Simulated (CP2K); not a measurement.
# TaN (P-6m2) in CP2K: equation of state, part 2 of 2

CP2K 2026.2. The steps go on from the part before.

### Step 3. Single point, PBE, 10.56 Å³/atom (volume scaled by 0.98)

tan_eos.inp reads:

```
&GLOBAL
  PROJECT tan_eos
  RUN_TYPE ENERGY_FORCE
  PRINT_LEVEL LOW
&END GLOBAL
&FORCE_EVAL
  METHOD QS
  STRESS_TENSOR ANALYTICAL
  &DFT
    BASIS_SET_FILE_NAME BASIS_MOLOPT_UZH
    POTENTIAL_FILE_NAME POTENTIAL_UZH
    WFN_RESTART_FILE_NAME previous-RESTART.kp
    &MGRID
      CUTOFF 450
      REL_CUTOFF 60
      NGRIDS 5
    &END MGRID
    &QS
      METHOD GPW
      EPS_DEFAULT 1.0E-10
    &END QS
    &KPOINTS
      SCHEME MONKHORST-PACK 10 10 9
      GAMMA_CENTERED T
      SYMMETRY T
      SYMMETRY_BACKEND SPGLIB
    &END KPOINTS
    &SCF
      SCF_GUESS RESTART
      EPS_SCF 1.0E-6
      MAX_SCF 100
      ADDED_MOS 13
      CHOLESKY OFF
      EPS_EIGVAL 1.0E-7
      &DIAGONALIZATION ON
        ALGORITHM STANDARD
      &END DIAGONALIZATION
      &MIXING ON
        METHOD BROYDEN_MIXING
        ALPHA 0.4
        BETA 1.5
        NBUFFER 8
      &END MIXING
      &SMEAR ON
        METHOD FERMI_DIRAC
        ELECTRONIC_TEMPERATURE [K] 580.226
      &END SMEAR
    &END SCF
    &XC
      &XC_FUNCTIONAL
        &GGA_X_PBE
        &END GGA_X_PBE
        &GGA_C_PBE
        &END GGA_C_PBE
      &END XC_FUNCTIONAL
    &END XC
    &PRINT
      &KPOINTS ON
      &END KPOINTS
      &MULLIKEN ON
      &END MULLIKEN
      &MO ON
        ENERGIES T
        OCCUPATION_NUMBERS T
        &EACH
          QS_SCF 0
        &END EACH
        ADD_LAST NUMERIC
      &END MO
    &END PRINT
  &END DFT
  &SUBSYS
    &CELL
      A 2.9182823876 0.0000000000 0.0000000000
      B -1.4591411888 2.5273066855 0.0000000000
      C 0.0000000000 0.0000000000 2.8636526189
      PERIODIC XYZ
    &END CELL
    &COORD
      Ta  0.0000000032 1.6848711238 1.4318263094
      N   0.0000000000 0.0000000000 0.0000000000
    &END COORD
    &KIND Ta
      BASIS_SET TZVP-MOLOPT-PBE-GTH-q13
      POTENTIAL GTH-PBE-q13
    &END KIND
    &KIND N
      BASIS_SET TZVP-MOLOPT-PBE-GTH-q5
      POTENTIAL GTH-PBE-q5
    &END KIND
    &PRINT
      &ATOMIC_COORDINATES ON
      &END ATOMIC_COORDINATES
      &CELL ON
      &END CELL
    &END PRINT
  &END SUBSYS
  &PRINT
    &FORCES ON
    &END FORCES
    &STRESS_TENSOR ON
    &END STRESS_TENSOR
  &END PRINT
&END FORCE_EVAL
```

Potentials or basis: POTENTIAL_UZH Ta GTH-PBE-q13, N GTH-PBE-q5; TZVP-MOLOPT-PBE-GTH basis.

The run is started by

```bash
> OMP_NUM_THREADS=1 cp2k.psmp -i tan_eos.inp -o tan_eos.out
```

Wall time 2.2 min (1 thread of Arm Neoverse V1, shared host); peak memory 0.33 GiB.

The run converged. Its results:

- Free energy: -1856.3264 eV
- Pressure: 8.6 GPa
- Largest force: 0.004 eV/Å
- Band gap on the k mesh: none (metal or under the smearing width)
- Mulliken charges: Ta +0.91; N -0.91 e

Caveat: Mulliken charges move with the basis; the basis of atomic orbitals isn't converged, which shifts pressures, moduli and gaps.

### Step 4. Single point, PBE, 10.99 Å³/atom (volume scaled by 1.02)

tan_eos.inp, as its differences from that of step 3:

```diff
@@ -73,5 +73,5 @@
     &CELL
-      A 2.9182823876 0.0000000000 0.0000000000
-      B -1.4591411888 2.5273066855 0.0000000000
-      C 0.0000000000 0.0000000000 2.8636526189
+      A 2.9574586380 0.0000000000 0.0000000000
+      B -1.4787293140 2.5612343136 0.0000000000
+      C 0.0000000000 0.0000000000 2.9020954963
       PERIODIC XYZ
@@ -79,3 +79,3 @@
     &COORD
-      Ta  0.0000000032 1.6848711238 1.4318263094
+      Ta  0.0000000032 1.7074895425 1.4510477481
       N   0.0000000000 0.0000000000 0.0000000000
```

The run is started by

```bash
> OMP_NUM_THREADS=1 cp2k.psmp -i tan_eos.inp -o tan_eos.out
```

Run time: 2.5 min. Hardware: 1 thread of Arm Neoverse V1, shared host; peak memory 0.33 GiB.

It converged, with:

```
Free energy            : -1856.3343 eV
Pressure               : -5.2 GPa
Largest force          : 0.003 eV/Å
Band gap on the k mesh : none (metal or under the smearing width)
Mulliken charges       : Ta +0.94; N -0.94 e
```

Caveat: Mulliken charges move with the basis; the basis of atomic orbitals isn't converged, which shifts pressures, moduli and gaps.

### Step 5. Single point, PBE, 10.34 Å³/atom (volume scaled by 0.96)

tan_eos.inp, as its differences from that of step 4:

```diff
@@ -73,5 +73,5 @@
     &CELL
-      A 2.9574586380 0.0000000000 0.0000000000
-      B -1.4787293140 2.5612343136 0.0000000000
-      C 0.0000000000 0.0000000000 2.9020954963
+      A 2.8982935248 0.0000000000 0.0000000000
+      B -1.4491467574 2.5099958224 0.0000000000
+      C 0.0000000000 0.0000000000 2.8440379442
       PERIODIC XYZ
@@ -79,3 +79,3 @@
     &COORD
-      Ta  0.0000000032 1.7074895425 1.4510477481
+      Ta  0.0000000032 1.6733305484 1.4220189721
       N   0.0000000000 0.0000000000 0.0000000000
```

The run is started by

```bash
> OMP_NUM_THREADS=1 cp2k.psmp -i tan_eos.inp -o tan_eos.out
```

Run time: 93 s. Hardware: 1 thread of Arm Neoverse V1, shared host; peak memory 0.34 GiB.

It converged, with:

| Property | Result |
| --- | --- |
| Free energy | -1856.2926 eV |
| Pressure | 16.7 GPa |
| Band gap on the k mesh | none (metal or under the smearing width) |
| Mulliken charges | Ta +0.90; N -0.90 e |

Caveat: Mulliken charges move with the basis; the basis of atomic orbitals isn't converged, which shifts pressures, moduli and gaps.

### Step 6. Single point, PBE, 11.21 Å³/atom (volume scaled by 1.04)

tan_eos.inp, as its differences from that of step 5:

```diff
@@ -73,5 +73,5 @@
     &CELL
-      A 2.8982935248 0.0000000000 0.0000000000
-      B -1.4491467574 2.5099958224 0.0000000000
-      C 0.0000000000 0.0000000000 2.8440379442
+      A 2.9766634530 0.0000000000 0.0000000000
+      B -1.4883317214 2.5778661713 0.0000000000
+      C 0.0000000000 0.0000000000 2.9209408003
       PERIODIC XYZ
@@ -79,3 +79,3 @@
     &COORD
-      Ta  0.0000000032 1.6733305484 1.4220189721
+      Ta  0.0000000033 1.7185774476 1.4604704001
       N   0.0000000000 0.0000000000 0.0000000000
```

Potentials or basis: POTENTIAL_UZH Ta GTH-PBE-q13, N GTH-PBE-q5; TZVP-MOLOPT-PBE-GTH basis.

The run is started by

```bash
> OMP_NUM_THREADS=1 cp2k.psmp -i tan_eos.inp -o tan_eos.out
```

It took 2.4 min on 1 thread of Arm Neoverse V1, shared host; peak memory 0.33 GiB.

The run converged. Its results:

| Item | Value |
| --- | --- |
| Free energy | -1856.3123 eV |
| Pressure | -11.1 GPa |
| Largest force | 0.004 eV/Å |
| Band gap on the k mesh | none (metal or under the smearing width) |
| Mulliken charges | Ta +0.95; N -0.95 e |

Caveat: Mulliken charges move with the basis; the basis of atomic orbitals isn't converged, which shifts pressures, moduli and gaps.

### Step 7. Single point, PBE, 10.13 Å³/atom (volume scaled by 0.94)

tan_eos.inp, as its differences from that of step 6:

```diff
@@ -73,5 +73,5 @@
     &CELL
-      A 2.9766634530 0.0000000000 0.0000000000
-      B -1.4883317214 2.5778661713 0.0000000000
-      C 0.0000000000 0.0000000000 2.9209408003
+      A 2.8780250747 0.0000000000 0.0000000000
+      B -1.4390125325 2.4924428298 0.0000000000
+      C 0.0000000000 0.0000000000 2.8241489163
       PERIODIC XYZ
@@ -79,3 +79,3 @@
     &COORD
-      Ta  0.0000000033 1.7185774476 1.4604704001
+      Ta  0.0000000031 1.6616285533 1.4120744581
       N   0.0000000000 0.0000000000 0.0000000000
```

The run is started by

```bash
> OMP_NUM_THREADS=1 cp2k.psmp -i tan_eos.inp -o tan_eos.out
```

Run time: 2.4 min. Hardware: 1 thread of Arm Neoverse V1, shared host; peak memory 0.34 GiB.

It converged, with:

```yaml
Free_energy: -1856.2360 eV
Pressure: 25.6 GPa
Largest_force: 0.004 eV/Å
Band_gap_on_the_k_mesh: none (metal or under the smearing width)
Mulliken_charges: Ta +0.88; N -0.88 e
```

Caveat: Mulliken charges move with the basis; the basis of atomic orbitals isn't converged, which shifts pressures, moduli and gaps.

### Step 8. Single point, PBE, 11.42 Å³/atom (volume scaled by 1.06)

tan_eos.inp, as its differences from that of step 7:

```diff
@@ -73,5 +73,5 @@
     &CELL
-      A 2.8780250747 0.0000000000 0.0000000000
-      B -1.4390125325 2.4924428298 0.0000000000
-      C 0.0000000000 0.0000000000 2.8241489163
+      A 2.9956236040 0.0000000000 0.0000000000
+      B -1.4978117969 2.5942861437 0.0000000000
+      C 0.0000000000 0.0000000000 2.9395460204
       PERIODIC XYZ
@@ -79,3 +79,3 @@
     &COORD
-      Ta  0.0000000031 1.6616285533 1.4120744581
+      Ta  0.0000000033 1.7295240959 1.4697730102
       N   0.0000000000 0.0000000000 0.0000000000
```

The run is started by

```bash
> OMP_NUM_THREADS=1 cp2k.psmp -i tan_eos.inp -o tan_eos.out
```

Wall time 96 s (1 thread of Arm Neoverse V1, shared host); peak memory 0.33 GiB.

The run converged. Its results:

| Property | Result |
| --- | --- |
| Free energy | -1856.2753 eV |
| Pressure | -16.3 GPa |
| Band gap on the k mesh | none (metal or under the smearing width) |
| Mulliken charges | Ta +0.96; N -0.96 e |

Caveat: Mulliken charges move with the basis; the basis of atomic orbitals isn't converged, which shifts pressures, moduli and gaps.

### Step 9. Equation of state, PBE

Potentials or basis: POTENTIAL_UZH Ta GTH-PBE-q13, N GTH-PBE-q5; TZVP-MOLOPT-PBE-GTH basis.

No new run: the results of the series are fitted here.

What came out:

- Equilibrium volume: 10.82 Å³/atom
- Bulk modulus at fixed shape and positions: 338 GPa
- Pressure derivative of the bulk modulus: 4.3

Energy against volume, from the lowest point:
```csv
volume (Å³/atom),energy (meV/atom)
10.129,51.84
10.345,23.51
10.560,6.61
10.776,0.00
10.991,2.66
11.207,13.66
11.422,32.16
```

Caveat: the cell was scaled at fixed shape and fractional positions, which overstates the stiffness of a crystal with free parameters, most of all of layers and chains; the basis of atomic orbitals isn't converged, which shifts pressures, moduli and gaps.
